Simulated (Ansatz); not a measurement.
## BaTe, relaxed from a wurtzite start to space group P6_3/mmc (read at 0.02 Å)

Method: PBE, scalar-relativistic; no spin polarisation; PAW, 420 eV, 8×8×4 k-mesh, Gaussian smearing of 0.05 eV; code Ansatz; PAW files: Ansatz's generated set soft_2.

```
Ba Te
1.0
     5.97021    0.00000    0.00000
    -2.98511    5.17035    0.00000
     0.00000    0.00000    7.00243
Ba Te
2 2
Direct
  0.66667 0.33333 0.06259
  0.33333 0.66667 0.56259
  0.66667 0.33333 0.56261
  0.33333 0.66667 0.06261
```

This is a trial structure: the heavier alkaline earths' oxides and chalcogenides take the rock-salt structure.

Path: Γ–M–K–Γ–A–L–H–A | L–M | H–K, with Γ = (0.000, 0.000, 0.000), M = (0.500, 0.000, 0.000), K = (0.333, 0.333, 0.000), A = (0.000, 0.000, 0.500), L = (0.500, 0.000, 0.500), H = (0.333, 0.333, 0.500) in reciprocal vectors of the calculation's cell.

Is it a metal or an insulator, and if it has a gap, where are the band edges on this path?

An insulator with a gap of 1.96 eV on the path, the valence band topping at Γ and the conduction band bottoming at K; the smallest direct gap is 2.21 eV.

Bands as a text map, energy in eV from the Fermi level (dashes), each leg drawn with the same width:
```
  5.57 |***   *******   *  ***** *** *****             **    ******   *    
  5.14 |**    *****  ****   *** *         *************   *****************
  4.71 | *** *    ****** * **  ****                        ***       **  **
  4.29 |**********      ****************  *********** ***************  **  
  3.86 |  ******************    ***   ****    ******** *    *********** ***
  3.43 |*************************  **** *********  ***********  *** *******
  3.00 |   ****************   **** * ******************** **********   ****
  2.57 |*** *      **   * ****    **  ****           ***   **       ****** 
  2.14 |   ********      **    *** ***    *****     *   ******** **        
  1.71 |***** ******    *  **** ***            *****          *********    
  1.29 |**   ************** ****                                ***    ****
  0.86 |            ****                                                 **
  0.43 |                                                                   
  0.00 |-------------------------------------------------------------------
 -0.43 |                                                                   
 -0.86 |**                  **                                             
 -1.29 |  ******************  **                              *****   *****
 -1.71 |**************************     ****************   *****************
 -2.14 |********************************               ***    *****    ****
 -2.57 |                           *****************************   ****    
 -3.00 |                                                                   
 -3.43 |                                                                   
 -3.86 |                                                                   
 -4.29 |                                                                   
 -4.71 |                                                                   
 -5.14 |                                                                   
 -5.57 |                                                                   
 -6.00 |                                                                   
        Γ      M      K      Γ      A      L      H      AL       MH      K
```

Formal charges Ba²⁺, Te²⁻ balance and leave closed shells on every ion, so a band insulator is expected, and the gap is 1.96 eV.

Kohn–Sham gaps of semilocal functionals lie under measured ones, often by a third or more. No spin–orbit coupling, a notable omission for heavy elements.
